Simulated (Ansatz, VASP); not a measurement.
SiC in VASP and in Ansatz

Contents of INCAR:

```
  PREC = Accurate
  ENCUT = 520
  EDIFF = 1E-6
  ISMEAR = -1
  SIGMA = 0.02
  LREAL = F
  LASPH = T
  NELM = 80
  ALGO = Fast
  ISIF = 2
  LWAVE = F
  LCHARG = F
  GGA = PE
  NBANDS = 16
```

The input KPOINTS:

```
regular mesh
0
Gamma
  6 6 4
```

The input POSCAR:

```
SiC
1.0
    2.5765145466      0.0000000000      0.0000000000
    0.0000000000      3.3574656253      0.0000000000
    0.0000000000      0.0000000000      4.9411647832
C Si
2 2
Direct
    0.7500000000      0.0000000000      0.9125510269
    0.2500000000      0.0000000000      0.0874489731
    0.2500000000      0.5000000000      0.2924326166
    0.7500000000      0.5000000000      0.7075673834
```

Input for Ansatz:

```yaml
crystal:
  lattice:
    - [2.5765145466, 0.0, 0.0]
    - [0.0, 3.3574656253, 0.0]
    - [0.0, 0.0, 4.9411647832]
  atoms:
    - { symbol: C, position: [0.75, 0.0, 0.9125510269] }
    - { symbol: C, position: [0.25, 0.0, 0.0874489731] }
    - { symbol: Si, position: [0.25, 0.5, 0.2924326166] }
    - { symbol: Si, position: [0.75, 0.5, 0.7075673834] }
kpoints:
  mp_grid: { grid: [6, 6, 4] }
hamiltonian:
  xc: pbe
scf:
  occupations: { method: fermi_dirac, width: 0.02 }
  n_extra_bands: 5
  mixing: { preconditioner: none }
output:
  forces: true
  stress: true
  eigenvalues: true
```

Alike in both runs: task single point; functional PBE; k mesh 6 × 6 × 4; occupations fermi-dirac, width 0.02 eV; no spin polarisation.

```csv
,VASP,Ansatz
version,VASP 6.6.1,Ansatz 0.2.0
potentials or method,"VASP PAW PBE potentials, release 64 (C, Si)",plane waves
plane-wave cutoff (eV),520,420
valence electrons in the cell,16,16
```

```csv
,VASP,Ansatz,Ansatz less VASP
pressure (GPa),2.3,2.3,-0.03
largest component of the traceless stress (GPa),3.70,3.69,-0.014
rms of the force components (eV/Å),0.140,0.152,+0.0122
```

Atom by atom the forces differ by 0.013 eV/Å (rms over components).

Caveats: the k mesh is coarse (spacing up to 0.41 Å⁻¹), so the values aren't converged.
